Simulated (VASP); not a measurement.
## NaH: single point with PBEsol

Crystal: NaH.

```
Na H
1.0
     2.97469    0.00000    0.00000
     0.00000    2.97469    0.00000
     0.00000    0.00000    2.97469
Na H
1 1
Direct
  0.00000 0.00000 0.00000
  0.50000 0.50000 0.50000
```

The cell comes from a database or a generator and needn't be the stable form of this composition.

```
Program             : VASP 6.6.1
Task                : single point
Functional          : PBEsol
Potentials or basis : VASP PAW PBE potentials, release 64 (Na_pv, H)
Cutoff              : 520 eV
k mesh              : 6 × 6 × 6
Occupations         : gaussian, width 0.01 eV
Spin                : no spin polarisation
```

```yaml
Pressure: -0.9 GPa
Band_gap_on_the_k_mesh: 0.80 eV, indirect (least direct gap 4.26 eV)
```

Levels at points of the mesh, in eV from the valence-band top:
```csv
k point,band 2,band 3,band 4,band 5,band 6,band 7
"(0.00, 0.00, 0.00)",-24.49,-24.49,-5.98,8.48,10.62,10.62
"(0.50, 0.00, 0.00)",-24.48,-24.48,-3.45,0.80,10.62,13.84
"(0.50, 0.50, 0.00)",-24.64,-24.46,-1.75,3.99,3.99,6.52
"(0.50, 0.50, 0.50)",-24.61,-24.61,0.00,6.63,6.63,6.63
```

Wall time 2.6 s on 1 thread of Intel(R) Xeon(R) Platinum 8488C (Sapphire Rapids) (shared host), peak memory 0.13 GiB.

Caveat: the PAW data sets were made with another functional, which shifts forces and pressure a little. A hybrid or GW would open this gap; PBEsol tends to underestimate it.
